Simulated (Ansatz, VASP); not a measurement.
# Si47C47O (O_C-V_Si (Si site 1) basal): VASP beside Ansatz

Wanted: the spread between two codes on one cell, functional and k mesh. The cell is taken from a series of runs on this material, whose earlier steps may have relaxed, scaled, displaced or heated it; both programs get it as it stands.

Program: Ansatz 0.2.0. Level of theory: plane waves, with VASP 6.6.1 beside it; single point at PBE. Results are calculated unless marked as measured.

**1. The structure**

The cell holds 95 atoms: 47 Si, 47 C and 1 O. Cell: a = 10.718 Å, b = 10.718 Å, c = 10.129 Å, α = 90.0°, β = 90.0°, γ = 120.0°. It derives from SiC (SiC (P6_3mc)). Nearest the centre at fractional (0.500, 0.500, 0.500): C87 at 2.07 Å, C68 at 2.07 Å, C78 at 2.07 Å, O95 at 2.20 Å, Si18 at 3.04 Å, Si28 at 3.05 Å, Si2 at 3.05 Å, Si3 at 3.05 Å. The cell carries charge −1.

**2. Ansatz: single point, PBE, pair 1**

Ansatz runs on its default PAW (the set named soft_2) files.

A single point gives forces, pressure and levels at one fixed geometry, so differences don't come from the geometry; what else differs is listed under the comparison.

File input.yaml:

```yaml
crystal:
  lattice:
    - [9.28241338, 5.35920398, 0.0]
    - [-9.28241348, 5.35920381, 0.0]
    - [0.0, 0.0, 10.12919782]
  atoms:
    - { symbol: Si, position: [0.00250890488, 0.00236753717, 0.49995195386] }
    - { symbol: Si, position: [0.17159147684, 0.33891645931, 0.49797995047] }
    - { symbol: Si, position: [0.33913155398, 0.17150088521, 0.49792640343] }
[... 1 atom line left out ...]
    - { symbol: Si, position: [0.16857348197, 0.16844338535, 0.25020844812] }
[... 3 atom lines left out ...]
    - { symbol: Si, position: [0.33365578046, 0.33354407027, 0.74795773746] }
[... 5 atom lines left out ...]
    - { symbol: C, position: [0.33368471145, 0.16718662527, 0.18666414433] }
[... 2 atom lines left out ...]
    - { symbol: C, position: [0.33258867682, 0.16559428673, 0.68691876255] }
[... 1 atom line left out ...]
    - { symbol: C, position: [0.16747881739, 0.16734333002, 0.43802836796] }
[... 5 atom lines left out ...]
    - { symbol: Si, position: [0.16538500063, 0.83230253154, 0.50033302864] }
[... 1 atom line left out ...]
    - { symbol: Si, position: [0.00140032002, 0.83473468733, 0.24964847625] }
[... 2 atom lines left out ...]
    - { symbol: Si, position: [-0.0012755438, 0.66542929013, 0.74826858251] }
[... 5 atom lines left out ...]
    - { symbol: C, position: [0.00027714435, 0.50002215482, 0.18717179955] }
    - { symbol: C, position: [0.16667124052, 0.83331373666, 0.18682083416] }
    - { symbol: C, position: [0.3337423576, 0.66744858117, 0.18621789245] }
    - { symbol: C, position: [-0.00115216816, 0.4989481258, 0.68669053413] }
    - { symbol: C, position: [0.16498764225, 0.83246176191, 0.68764539087] }
    - { symbol: C, position: [0.33213392832, 0.6666219378, 0.68667189678] }
    - { symbol: C, position: [-0.00066903604, 0.83447410436, 0.43792970011] }
    - { symbol: C, position: [0.16333565138, 0.66792602614, 0.43929197516] }
[... 4 atom lines left out ...]
    - { symbol: Si, position: [0.49959738603, -0.00068509097, 0.49919415855] }
    - { symbol: Si, position: [0.66039756251, 0.32988846555, 0.49808520525] }
[... 1 atom line left out ...]
    - { symbol: Si, position: [0.50111653283, 0.33255899464, 0.25732630551] }
    - { symbol: Si, position: [0.66661578108, 0.16714029107, 0.25151403741] }
    - { symbol: Si, position: [0.83487754252, 0.00127475699, 0.24966287912] }
    - { symbol: Si, position: [0.49936203597, 0.16659371998, 0.74888253217] }
    - { symbol: Si, position: [0.66555464291, -0.00137276506, 0.7482726178] }
[... 2 atom lines left out ...]
    - { symbol: Si, position: [0.66714458434, 0.33315629615, 1.00042710946] }
[... 2 atom lines left out ...]
    - { symbol: C, position: [0.66761057305, 0.33363334983, 0.18615915202] }
[... 2 atom lines left out ...]
    - { symbol: C, position: [0.66671748679, 0.33203983984, 0.68663942733] }
    - { symbol: C, position: [0.83259373912, 0.16488349376, 0.68764420271] }
[... 1 atom line left out ...]
    - { symbol: C, position: [0.66813416621, 0.16322526925, 0.43928938979] }
[... 4 atom lines left out ...]
    - { symbol: Si, position: [0.66773843516, 0.83710961683, 0.49844493474] }
[... 2 atom lines left out ...]
    - { symbol: Si, position: [0.66672505007, 0.66659526219, 0.24530556064] }
[... 1 atom line left out ...]
    - { symbol: Si, position: [0.49712515982, 0.66262073338, 0.74710954138] }
[... 1 atom line left out ...]
    - { symbol: Si, position: [0.83304358777, 0.83293404356, 0.74859924361] }
[... 3 atom lines left out ...]
    - { symbol: C, position: [0.50141996235, 0.5012683954, 0.19038241626] }
    - { symbol: C, position: [0.66740697036, 0.8333266907, 0.18872325733] }
    - { symbol: C, position: [0.83344386602, 0.66727435966, 0.18870562611] }
    - { symbol: C, position: [0.49865220229, 0.49860692592, 0.70396733005] }
    - { symbol: C, position: [0.66584073057, 0.82989471881, 0.68326432285] }
    - { symbol: C, position: [0.82998528041, 0.66572151813, 0.68324096393] }
    - { symbol: C, position: [0.50065249687, 0.83033264956, 0.43703661918] }
    - { symbol: O, position: [0.69352991278, 0.6934132637, 0.42603057114] }
    - { symbol: C, position: [0.83044915719, 0.5005073993, 0.43701708663] }
    - { symbol: C, position: [0.49957818269, 0.66791187176, 0.93829588728] }
[... 1 atom line left out ...]
    - { symbol: C, position: [0.83266594395, 0.83255267047, 0.93733210779] }
  host:
    repeats: [2, 2, 1]
    atoms:
      - { symbol: Si, position: [0.0, 0.0, 0.49984857] }
      - { symbol: Si, position: [0.33333333, 0.66666667, 0.49984857] }
      # ... 22 more atoms of the perfect host
total_charge: -1
basis:
  ecutwfc: 420
  xc_grid: 2
hamiltonian:
  xc: pbe
kpoints:
  mp_grid: { grid: [1, 1, 1] }
magnetization:
  spin_polarized: true
  initial_magnetization: 1
  spin_locking: { lock_magnetization: hard }
scf:
  occupations: { method: fermi_dirac, width: 0.01 }
  max_iter: 80
output:
  forces: true
  charged_corrections:
    epsilon: [7.02, 7.02, 7.32]
    static_epsilon: [10.34, 10.34, 11.03]
    defect_position: [0.5, 0.5, 0.49984]
checkpoint:
  read: "../qm1_M1.relax_smeared.run"
  write: "../cc0.qm1_M1.lm0.6.run"
  compress: false
  write_wavefunctions: false
  write_every: 100000
```

Launch:

```bash
$ ansatz run input.yaml --threads 4 --pin off --max-ram 14131MiB --backend cpu --events-out ev --progress --plain --runs-dir out
```

Numbers of over 12 decimals in the logs are rounded to 6 here.

What it wrote:

```text
Warning: checkpoint.read: the run can stay near the saved state's solution: 95 site(s) moved relative to the saved geometry (max |Δs| = 2.201e-3 fractional); the SCF starts from the saved state under `checkpoint.density_extrapolation: transplant`, in force with no word given; its orbitals are not used off its sites. A run without `checkpoint.read` takes nothing of the state. A lower free energy from it at the same positions (and U, V and field ramp, if any), with starting moments typed, shows a solution that this start missed, and an equal or higher one rules none out (checkpoint.read, Limitations, in the input reference)
Engine: ansatz 0.2.0, aarch64-unknown-linux-gnu
Pseudopotentials: kind: paw
Pseudopotential: Si, paw, valence charge 4, recommended cutoff 420 eV (normal), Si.paw.azcp
Pseudopotential: C, paw, valence charge 4, recommended cutoff 420 eV (normal), C.paw.azcp
Pseudopotential: O, paw, valence charge 6, recommended cutoff 420 eV (normal), O.paw.azcp
Functional definition: PBE
  parameter kappa = 0.804
  parameter beta = 0.066725
  exchange = pbe_x(kappa = kappa, mu = beta*pi^2/3)
  correlation = pbe_c(beta = beta)
Crystal: 95 atoms, lattice volume = 1007.781 Å³
Basis set: ecut = 420 eV, 19671 PW (Γ), exchange–correlation on 144×144×144 points (8 copies of the dense FFT grid, shifted against one another)
Bands: 287, of which v1, the nominal top of the filled ones, is band 192 counted from 1 (191 counted from 0)
Symmetry: 1 space group operations
Space group: P1 (ITA 1), of the structure as read, at distance tolerance 1.0e-4 Å
Magnetic group: BNS 1.1 (UNI 1), of the structure as read, at distance tolerance 1.0e-4 Å
k-points: 1
Non-local potential: Si, projectors of the file, l = 0: 2, l = 1: 2, l = 2: 2
Non-local potential: C, projectors of the file, l = 0: 2, l = 1: 2, l = 2: 1
Non-local potential: O, projectors of the file, l = 0: 2, l = 1: 2, l = 2: 1
PAW form: soft (Blöchl's): semilocal exchange-correlation on the pseudo side does not see the compensation charge
PAW one-centre angular grid: Si, 110 points (default); XC on 64 Gauss nodes
PAW one-centre angular grid: C, 110 points (default); XC on 64 Gauss nodes
PAW one-centre angular grid: O, 110 points (default); XC on 64 Gauss nodes
Initial density: read from a saved state, or passed on in memory by an earlier SCF of this step, an earlier step, the calling program or the single point that the run made first, carried with its atoms to this geometry
Starting moments: Σ|m| = 1 μB on 95 of 95 sites; this step starts from the density that it was given
Initial wavefunctions: pseudopotential atomic-orbital guess
Functional: x = pbe(κ = 0.804, μ = 0.219515), c = pbe(β = 0.066725)
iter 1 solved again at ethr=1.64e-5 eV; its pass at ethr=3.10e-3 eV (dr2=6.28e-2 eV) is discarded
SCF iter   1: F=—  HF=-42248.446053 eV  |F-HF|=—  |Δ(HF+E_count)|=         —  Δρ=1.42e-3 (↑8.10e-4 ↓1.42e-3)  dr2=6.28e-2  dr2_m=2.80e-3  M=1.000 μB ∫|m|=1.128 μB  β_m=0.30  ethr=1.64e-5  ⟨swp⟩=6.5  Hψ=4232  notcnv=0
preconditioner: auto → Resta (q_TF=auto, 2.322 Å⁻¹)  ε∞=4.7  [insulator: Δε(μ)=0.157 eV  Ē_g=11.848 eV  σ=0.010 eV  W_gap=1.00  n_scr=210 (ndim 8)  ℏωp=22.9 eV  f_vac=0.000  D(μ)=0.08/eV (n_scr^D=0)  ε∞_Penn≈4.7]
spin=Collinear: Resta preconditioning applied to the charge; magnetization (m = ρ↑ − ρ↓) channel mixes plain (no charge-response kernel on spin).
SCF iter   2: F=—  HF=-42248.437371 eV  |F-HF|=—  |Δ(HF+E_count)|=   8.68e-3  Δρ=7.36e-4 (↑5.12e-4 ↓7.36e-4)  dr2=1.59e-2  dr2_m=9.94e-4  M=1.000 μB ∫|m|=1.128 μB  β_m=0.44  ethr=1.64e-5  ⟨swp⟩=2.0  Hψ=1041  notcnv=0
SCF iter   3: F=—  HF=-42248.434705 eV  |F-HF|=—  |Δ(HF+E_count)|=   2.67e-3  Δρ=2.85e-4 (↑2.31e-4 ↓2.85e-4)  dr2=2.03e-3  dr2_m=2.42e-4  M=1.000 μB ∫|m|=1.129 μB  β_m=0.60  ethr=4.14e-6  ⟨swp⟩=3.0  Hψ=1081  notcnv=0
SCF iter   4: F=—  HF=-42248.434626 eV  |F-HF|=—  |Δ(HF+E_count)|=   7.89e-5  Δρ=1.27e-4 (↑6.90e-5 ↓1.27e-4)  dr2=4.21e-4  dr2_m=4.62e-5  M=1.000 μB ∫|m|=1.130 μB  β_m=0.68  ethr=5.30e-7  ⟨swp⟩=2.5  Hψ=895  notcnv=0
SCF iter   5: F=—  HF=-42248.434746 eV  |F-HF|=—  |Δ(HF+E_count)|=   1.20e-4  Δρ=2.29e-4 (↑4.55e-5 ↓2.29e-4)  dr2=1.57e-3  dr2_m=1.01e-4  M=1.000 μB ∫|m|=1.130 μB  β_m=0.50  ethr=1.10e-7  ⟨swp⟩=2.5  Hψ=868  notcnv=0  recentre
SCF iter   6: F=—  HF=-42248.434638 eV  |F-HF|=—  |Δ(HF+E_count)|=   1.07e-4  Δρ=4.60e-5 (↑2.50e-5 ↓4.60e-5)  dr2=5.79e-5  dr2_m=6.49e-6  M=1.000 μB ∫|m|=1.130 μB  β_m=0.59  ethr=1.10e-7  ⟨swp⟩=2.0  Hψ=865  notcnv=0
SCF iter   7: F=—  HF=-42248.435609 eV  |F-HF|=—  |Δ(HF+E_count)|=   9.71e-4  Δρ=7.79e-6 (↑7.54e-6 ↓7.79e-6)  dr2=2.14e-6  dr2_m=1.93e-7  M=1.000 μB ∫|m|=1.130 μB  β_m=0.77  ethr=1.51e-8  ⟨swp⟩=2.0  Hψ=895  notcnv=0
[...]
atom  44  C      0.30427883    -0.00503563    -0.09652022
  atom  45  C      0.28456490    -0.04650994     0.06218823
  atom  46  C     -0.00399713    -0.01177029    -0.00150243
  atom  47  C      0.02695508     0.01250770     0.00900893
  atom  48  C      0.03498527    -0.00774264     0.01504812
  atom  49  Si     0.06031812    -0.08385863     0.09614138
  atom  50  Si     0.48353921     0.44123439     0.32033433
  atom  51  Si     0.10988108     0.05786484     0.11843217
  atom  52  Si    -0.08660476     0.01544914    -0.66133906
  atom  53  Si     0.10128592    -0.01117406    -0.12995645
  atom  54  Si     0.00182495     0.00601809    -0.03880179
  atom  55  Si     0.05119650    -0.03342198     0.07099827
  atom  56  Si    -0.00539225    -0.00628020     0.04419837
  atom  57  Si     0.03741389     0.03149360     0.03364244
  atom  58  Si     0.00999001     0.00870980    -0.03251367
  atom  59  Si     0.04070221    -0.05519689    -0.08192024
  atom  60  Si    -0.00142476    -0.01371017    -0.01518605
  atom  61  C     -0.01808589     0.00154393     0.05013642
  atom  62  C     -0.06052293    -0.05905753     0.14323329
  atom  63  C     -0.01233754     0.01364721     0.04127853
  atom  64  C     -0.00715805     0.00107390    -0.03711871
  atom  65  C     -0.10382654    -0.03853192    -0.08343921
  atom  66  C     -0.01856534     0.00822877    -0.04103026
  atom  67  C     -0.28568179    -0.04474340     0.06404567
[...]
atom  88  C      0.02527443    -0.06319231    -0.01948488
  atom  89  C     -0.02460127    -0.06269840    -0.01809551
  atom  90  C      0.03471673    -0.08303829    -0.01687162
  atom  91  O      0.00114349    -0.06870761     0.01397457
  atom  92  C     -0.03493012    -0.08371096    -0.01655235
  atom  93  C      0.08053892    -0.06360040    -0.03203386
  atom  94  C     -0.07964671    -0.06415675    -0.03188172
  atom  95  C      0.00085757    -0.01908970     0.00143391
  max |Σ_I F_I| component: 2.00e-5 eV/Å
--- Charged-cell corrections in eV (Makov–Payne, q = -1.000 e, ε = [7.020, 7.020, 7.320] of the electrons, [10.340, 10.340, 11.030] with the ions) ---
  F (periodic)     = -42248.435610  (uncorrected; the corrections below are reported, never added to it)
  E_corr1          = +0.288587  (monopole, q²α_M/2ε̄L, of the cell on which ε is isotropic)
  F Makov-Payne    = n/a  (the rows are of the electrons' constant alone; ansatz place-levels tells what screens the charge)
  no potential alignment in this run, which stands beside a crystal: run the host's input off ansatz write-host-input, and read the two finished runs by ansatz place-levels (neither reads a slab, a wire or a sheet, whose cell leaves a vacuum)
--- Band table (eV) ---
  k-point 0 ↑: bands = [... 188 lower, 9.0116, 9.1287, 9.7905, 10.0597, 11.2684, 11.3748, 11.3953, 11.5047, ... 91 higher]
  k-point 0 ↓: bands = [... 188 lower, 9.0345, 9.3030, 10.2500, 10.3715, 11.2724, 11.3812, 11.3979, 11.5151, ... 91 higher]
```

In the SCF lines HF is the Harris–Foulkes energy and dr2 the Hartree energy of the density residual, in eV; the loop may stop once dr2 is under the threshold and the program's other checks hold. Hψ counts applications of the Hamiltonian.

**3. VASP: single point, PBE, pair 1**

The same cell, functional, mesh and smearing now go to VASP, with its own data sets.

Lines of VASP's logs that name or quote its potential files are left out, and so is its time.

File INCAR:

```
SYSTEM = Si47C47O
PREC = Accurate
ENCUT = 520
EDIFF = 1E-06
NELM = 200
ISMEAR = -1
SIGMA = 0.01
LREAL = Auto
ALGO = Normal
GGA = PE
NELECT = 383
NBANDS = 264
ISPIN = 2
MAGMOM = 0 0 0 0 0 0 -0 -0 -0 -0 0 0 -0 0 -0 0 0 0 0 0 -0 0 0 0 -0 -0 0 0 0 0 0 0 -0 0 0 0 -0 -0 0 -0 0 0 0 0 0 0 0 0 0.01 0.01 0 0 0 0 0 0 0 0 0.02 0 -0 0.01 0 -0 0 0 0 0.07 0 0 0 0 0.01 -0 0 0 -0 0.07 0 0 0 0 0 0 0 0 0.28 0 0 0 0 0.02 0.02 -0 0
LORBIT = 11
LWAVE = .FALSE.
LCHARG = .FALSE.
ISIF = 2
NUPDOWN = 1
LASPH = .TRUE.
GGA_COMPAT = .FALSE.
NCORE = 2
```

File POSCAR:

```
Si47C47O
1.0
    9.2824133794      5.3592039794      0.0000000000
   -9.2824134800      5.3592038053      0.0000000000
    0.0000000000      0.0000000000     10.1291978199
Si C O
47 47 1
Direct
    0.0025089049      0.0023675372      0.4999519539
    0.1715914768      0.3389164593      0.4979799505
    0.3391315540      0.1715008852      0.4979264034
[... 1 atom line left out ...]
    0.1685734820      0.1684433853      0.2502084481
[... 3 atom lines left out ...]
    0.3336557805      0.3335440703      0.7479577375
[... 5 atom lines left out ...]
    0.3300539183      0.6603579102      0.4981566853
[... 2 atom lines left out ...]
    0.3327763579      0.5009821512      0.2572915370
[... 1 atom line left out ...]
    0.1666925920      0.4992477866      0.7488935503
[... 5 atom lines left out ...]
    0.6603975625      0.3298884655      0.4980852052
[... 1 atom line left out ...]
    0.5011165328      0.3325589946      0.2573263055
[... 2 atom lines left out ...]
    0.4993620360      0.1665937200      0.7488825322
[... 5 atom lines left out ...]
    0.6677384352      0.8371096168      0.4984449347
    0.8372295121      0.6675906202      0.4984280550
    0.4986829753      0.8324893861      0.2490870350
    0.6667250501      0.6665952622      0.2453055606
    0.8326018353      0.4985494561      0.2490695056
    0.4971251598      0.6626207334      0.7471095414
    0.6626780807      0.4970099127      0.7470561099
    0.8330435878      0.8329340436      0.7485992436
[... 4 atom lines left out ...]
    0.1673368353      0.3335907642      0.1867035140
    0.3336847115      0.1671866253      0.1866641443
[... 1 atom line left out ...]
    0.1656818847      0.3324588921      0.6869318569
    0.3325886768      0.1655942867      0.6869187625
    0.9960696872      0.3305660215      0.4390556095
    0.1674788174      0.1673433300      0.4380283680
    0.3306686791      0.9958845961      0.4390631707
[... 2 atom lines left out ...]
    0.3318346630      0.3317137598      0.9396018313
[... 2 atom lines left out ...]
    0.3337423576      0.6674485812      0.1862178925
[... 2 atom lines left out ...]
    0.3321339283      0.6666219378      0.6866718968
    0.9993309640      0.8344741044      0.4379297001
[... 1 atom line left out ...]
    0.3180731102      0.5016328246      0.4331775151
[... 4 atom lines left out ...]
    0.6676105731      0.3336333498      0.1861591520
[... 2 atom lines left out ...]
    0.6667174868      0.3320398398      0.6866394273
[... 1 atom line left out ...]
    0.5017451581      0.3179083880      0.4331115204
[... 1 atom line left out ...]
    0.8346318715      0.9991909749      0.4379379119
[... 3 atom lines left out ...]
    0.5014199624      0.5012683954      0.1903824163
    0.6674069704      0.8333266907      0.1887232573
    0.8334438660      0.6672743597      0.1887056261
    0.4986522023      0.4986069259      0.7039673300
    0.6658407306      0.8298947188      0.6832643228
    0.8299852804      0.6657215181      0.6832409639
    0.5006524969      0.8303326496      0.4370366192
    0.8304491572      0.5005073993      0.4370170866
    0.4995781827      0.6679118718      0.9382958873
    0.6680147199      0.4994641782      0.9382488258
[... 1 atom line left out ...]
    0.6935299128      0.6934132637      0.4260305711
```

File KPOINTS:

```
Automatic mesh
0
Gamma
1 1 1
0 0 0
```

PAW data sets: Si, C and O (PBE family, release 64).

Launch:

```bash
$ mpirun -np 8 vasp_gam
```

What it wrote:

```text
[banner, memory and clock lines left out]
running    8 mpi-ranks, on    1 nodes
[...]
LDA part: xc-table for (Slater+PW92), standard interpolation
 POSCAR, INCAR and KPOINTS ok, starting setup
[...]
entering main loop
       N       E                     dE             d eps       ncg     rms          rms(c)
DAV:   1     0.230548740622E+04    0.23055E+04   -0.19903E+05  1056   0.139E+03
DAV:   2    -0.520577540609E+03   -0.28261E+04   -0.26145E+04  1360   0.280E+02
DAV:   3    -0.782663414018E+03   -0.26209E+03   -0.25872E+03  1296   0.812E+01
DAV:   4    -0.789454835744E+03   -0.67914E+01   -0.67595E+01  1296   0.146E+01
DAV:   5    -0.789644870963E+03   -0.19004E+00   -0.18977E+00  1288   0.247E+00BRMIX: very serious problems
 the old and the new charge density differ
 old charge density:   382.00000 new  383.00000
    0.601E+01
DAV:   6    -0.703406709153E+03    0.86238E+02   -0.27630E+02  1248   0.229E+01    0.265E+01
DAV:   7    -0.701561211021E+03    0.18455E+01   -0.26679E+01  1328   0.793E+00    0.120E+01
DAV:   8    -0.701324018081E+03    0.23719E+00   -0.46431E+00  1344   0.376E+00    0.584E+00
DAV:   9    -0.701208584714E+03    0.11543E+00   -0.11427E+00  1256   0.209E+00    0.247E+00
[...]
DAV:  17    -0.701170139314E+03    0.44619E-06   -0.25008E-04  1256   0.263E-02    0.326E-02
DAV:  18    -0.701170138535E+03    0.77915E-06   -0.53138E-05  1256   0.105E-02    0.138E-02
DAV:  19    -0.701170139363E+03   -0.82843E-06   -0.67450E-06  1272   0.498E-03
   1 F= -.70117014E+03 E0= -.70117000E+03  d E =-.282440E-03  mag=     1.0000
```

OUTCAR, selected parts (step 3):

```text
  FREE ENERGIE OF THE ION-ELECTRON SYSTEM (eV)
  ---------------------------------------------------
  free  energy   TOTEN  =      -701.1701393632 eV

  energy  without entropy=     -701.1698569236  energy(sigma->0) =     -701.16999814

 magnetization (x)
# of ion       s       p       d       tot
------------------------------------------
    1        0.000   0.001   0.000   0.001
    2       -0.001  -0.001   0.000  -0.001
    3       -0.001  -0.001   0.000  -0.001
    4        0.000   0.000   0.000   0.001
    5       -0.000  -0.000   0.000  -0.000
    6        0.000   0.000   0.000   0.001
    7       -0.000  -0.000   0.000  -0.000
    8       -0.000  -0.000   0.000  -0.000
    9       -0.002  -0.005   0.000  -0.007
   10       -0.000   0.000   0.000   0.000
   11       -0.000   0.001   0.000   0.001
   12       -0.000   0.001   0.000   0.001
   13        0.000  -0.000   0.000  -0.000
[...]
--------------------------------------------------
tot          0.042   0.465   0.000   0.507
```

The run ends at a pressure of 1.72 GPa, with forces up to 0.73 eV/Å.

[end of part 1 of 3]

[Lines on the potential files, build, host, timing and source positions are cut from VASP's logs without a mark.]

[Logs are printed without paths, hosts, clocks, repeated set-up lines and the standing remarks that a program may print on its own settings, such as how far it seeks lower states.]

[Hosts, paths, dates, database ids (printed as entryN), source tags and the programs' standing remarks are cut or masked in the printed files.]
